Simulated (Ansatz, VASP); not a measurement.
# BP: VASP beside Ansatz

```
CELL_PARAMETERS angstrom
0.00000 2.33295 2.14631
2.33295 0.00000 2.14631
2.33295 2.33295 0.00000
ATOMIC_POSITIONS crystal
B 0.00000 0.00000 0.00000
P 0.75000 0.75000 0.75000
```

Alike in both runs: task single point; functional r2SCAN; k mesh 8 × 8 × 8; occupations gaussian, width 0.05 eV; no spin polarisation.

|  | VASP | Ansatz |
| --- | --- | --- |
| version | VASP 6.6.1 | Ansatz 0.2.0 |
| potentials or method | VASP PAW PBE potentials, release 64 (B, P) | scalar-relativistic, plane waves, PAW |
| plane-wave cutoff (eV) | 520 | 500 |
| valence electrons in the cell | 8 | 8 |

```tsv
	VASP	Ansatz	Ansatz less VASP
gap on the k mesh at the Fermi level (eV)	0.19	0.16	-0.026
least direct gap on the mesh (eV)	2.80	2.76	-0.037
pressure (GPa)	-0.8	-0.2	+0.51
largest component of the traceless stress (GPa)	14.24	14.17	-0.073
```

Caveats: the PAW data sets were made with another functional, which shifts forces and pressure a little (VASP).
